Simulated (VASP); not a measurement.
## VASP 6.6.1 run: CdTe

INCAR

```
SIGMA = 0.02
GGA = PE
NELM = 58
LCHARG = .FALSE.
LREAL = .TRUE.
NBANDS = 16
PREC = Accurate
ISIF = 2
LASPH = .TRUE.
EDIFF = 1E-7
LWAVE = .FALSE.
ENCUT = 520
ISPIN = 2
ISMEAR = -1
NSW = 0
IBRION = -1
MAGMOM = 0.5 0.5
```

KPOINTS

```
KPOINTS created by Atomic Simulation Environment
0
Gamma
2 2 2
0 0 0
```

POSCAR

```
Cd Te
 1.0000000000000000
     0.0000000000000000    3.2799551162000000    3.2143560137999998
     3.2799551162000000    0.0000000000000000    3.2143560137999998
     3.2799551162000000    3.2799551162000000    0.0000000000000000
 Cd  Te
   1   1
Cartesian
  0.0000000000000000  0.0000000000000000  0.0000000000000000
  1.6399775581000000  1.6399775581000000  1.6071780069000003
```

The recommended PBE PAW datasets give the neutral cell 18 valence electrons.

Command

```
mpirun -np 1 vasp_std
```

Problem. Predict the outcome of this run.

Solution. It converged. Results: pressure 6.0 GPa; magnetic moment of the cell 0.00 μB.

OSZICAR

```
N       E                     dE             d eps       ncg     rms          rms(c)
DAV:   1     0.104043306989E+03    0.10404E+03   -0.81239E+03   256   0.948E+02
DAV:   2    -0.246611118365E+00   -0.10429E+03   -0.96529E+02   304   0.231E+02
DAV:   3    -0.385165808132E+01   -0.36050E+01   -0.36004E+01   320   0.462E+01
DAV:   4    -0.388271667031E+01   -0.31059E-01   -0.31055E-01   400   0.373E+00
DAV:   5    -0.388279529160E+01   -0.78621E-04   -0.78621E-04   328   0.174E-01    0.629E+00
DAV:   6    -0.355779599177E+01    0.32500E+00   -0.61930E-01   288   0.838E+00    0.489E+00
DAV:   7    -0.352493292122E+01    0.32863E-01   -0.20221E-01   288   0.280E+00    0.253E+00
DAV:   8    -0.353285742636E+01   -0.79245E-02   -0.28020E-02   272   0.130E+00    0.114E+00
DAV:   9    -0.353349744612E+01   -0.64002E-03   -0.16176E-03   304   0.314E-01    0.457E-01
DAV:  10    -0.353428554663E+01   -0.78810E-03   -0.62916E-04   280   0.186E-01    0.162E-01
DAV:  11    -0.353470473557E+01   -0.41919E-03   -0.24936E-04   272   0.116E-01    0.623E-02
DAV:  12    -0.353475830333E+01   -0.53568E-04   -0.20645E-05   320   0.301E-02    0.394E-02
DAV:  13    -0.353480449039E+01   -0.46187E-04   -0.24593E-05   256   0.289E-02    0.875E-03
DAV:  14    -0.353481453600E+01   -0.10046E-04   -0.90135E-06   280   0.179E-02    0.491E-03
DAV:  15    -0.353481498798E+01   -0.45198E-06   -0.27775E-07   344   0.358E-03    0.246E-03
DAV:  16    -0.353481505416E+01   -0.66177E-07   -0.22813E-07   264   0.299E-03
   1 F= -.35348151E+01 E0= -.35348150E+01  d E =-.174760E-06  mag=    -0.0000
```

These settings aren't sound, so the numbers aren't properties of the crystal.

On sound settings PBE gives a gap of 0.68 eV on its mesh and a pressure of 2.0 GPa for the intended cell.
